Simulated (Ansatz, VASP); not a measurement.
**PbS in VASP and in Ansatz**

File INCAR:

```
SYSTEM = PbS
PREC = Accurate
ENCUT = 520
EDIFF = 1E-7
ISMEAR = -1
SIGMA = 0.05
LREAL = .False.
LASPH = .True.
NELM = 100
ALGO = Normal
ISIF = 2
LWAVE = .False.
LCHARG = .False.
GGA = RE
NBANDS = 17
```

The input KPOINTS:

```
regular mesh
0
Gamma
  8 8 7
  0 0 0
```

POSCAR

```
PbS
1.0
    4.0896976867      0.0000000000      0.0000000000
   -2.0448488433      3.5417820905      0.0000000000
    0.0000000000      0.0000000000      3.7881670000
Pb S
1 1
Direct
    0.0000000000      0.0000000000      0.0000000000
    0.6666666667      0.3333333333      0.5000000000
```

Contents of input.yaml:

```yaml
crystal:
  lattice:
    - [4.0896976867, 0.0, 0.0]
    - [-2.0448488433, 3.5417820905, 0.0]
    - [0.0, 0.0, 3.788167]
  atoms:
    - { symbol: Pb, position: [0.0, 0.0, 0.0] }
    - { symbol: S, position: [0.6666666667, 0.3333333333, 0.5] }
hamiltonian:
  xc: revpbe
  pseudopotentials: { kind: paw }
kpoints:
  mp_grid: { grid: [8, 8, 7] }
  band_path:
    path:
      - [[0.0, 0.0, 0.0], [0.5, 0.0, 0.0], [0.3333333333, 0.3333333333, 0.0], [0.0, 0.0, 0.0], [0.0, 0.0, 0.5], [0.5, 0.0, 0.5], [0.3333333333, 0.3333333333, 0.5], [0.0, 0.0, 0.5]]
      - [[0.5, 0.0, 0.5], [0.5, 0.0, 0.0]]
      - [[0.3333333333, 0.3333333333, 0.0], [0.3333333333, 0.3333333333, 0.5]]
    npoints: 14
scf:
  occupations: { method: fermi_dirac, width: 0.05 }
  n_extra_bands: 6
output:
  forces: true
  stress: true
  eigenvalues: true
  fatbands: false
```

Measurements of this composition are mostly on another form, of space group No. 225.

Alike in both runs: functional revPBE; k mesh 8 × 8 × 7; occupations fermi-dirac, width 0.05 eV; no spin polarisation.

|  | VASP | Ansatz |
| --- | --- | --- |
| version | VASP 6.6.1 | Ansatz 0.2.0 |
| potentials or method | VASP PAW PBE potentials, release 64 (Pb_d, S) | Ansatz PAW |
| plane-wave cutoff (eV) | 520 | 420 |
| valence electrons in the cell | 20 | 20 |
| task | single point | band structure |

```csv
,VASP,Ansatz,Ansatz less VASP
gap on the k mesh at the Fermi level (eV),0.27,0.27,-0.004
least direct gap on the mesh (eV),1.69,1.68,-0.004
pressure (GPa),1.3,1.4,+0.08
largest component of the traceless stress (GPa),0.06,0.07,+0.010
```

Caveats: the PAW data sets were made with another functional, which shifts forces and pressure a little (VASP); spin-orbit coupling is left out, which as a rule narrows the gap of such compounds by several tenths of an eV (VASP); an odd mesh through Γ misses points on the zone boundary, where band edges often lie (VASP); spin-orbit coupling is left out, which moves the levels of the heavy elements (Ansatz); the PAW data sets come from PBE, with cores solved anew for the run's functional, which leaves a small shift of forces and pressure (Ansatz).
